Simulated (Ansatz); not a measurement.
# Pressure against volume: Ru

```
CELL_PARAMETERS angstrom
2.70580 0.00000 0.00000
-1.35290 2.34329 0.00000
0.00000 0.00000 4.28190
ATOMIC_POSITIONS crystal
Ru 0.33333 0.66667 0.25000
Ru 0.66667 0.33333 0.75000
```

The conventional cell has a = 2.706 Å, b = 2.706 Å, c = 4.282 Å, α = 90.00°, β = 90.00°, γ = 120.00°. Around Ru (atom 1) lie 12 Ru at 2.65 to 2.71 Å.

The cell is COD entry 9017842, as deposited and not checked against the literature; nothing was relaxed.

Theory: DFT, PBE, all-electron LAPW, scalar-relativistic (Ansatz 0.2.0).

For LAPW: a Γ-centred 14×14×8 k mesh, Fermi–Dirac smearing of 0.03 eV, basis error target 0.5 meV/atom, no spin polarisation.

The cell above is scaled evenly, with fractional coordinates and shape held.

```
V/V(cell)  V (Å³/atom)  P, LAPW (GPa)
   0.9400       12.760          28.42
   0.9405       12.767          28.19
   0.9600       13.032          19.51
   0.9700       13.167          15.43
   0.9800       13.303          11.57
   0.9900       13.439           7.93
   1.0000       13.575           4.49
   1.0100       13.710           1.24
   1.0200       13.846          -1.82
   1.0300       13.982          -4.71
   1.0400       14.118          -7.44
   1.0600       14.389         -12.44
```

What do Birch–Murnaghan fits to the pressures give?

LAPW: V0 = 13.76 Å³/atom, B0 = 312 GPa, B0′ = 4.8.
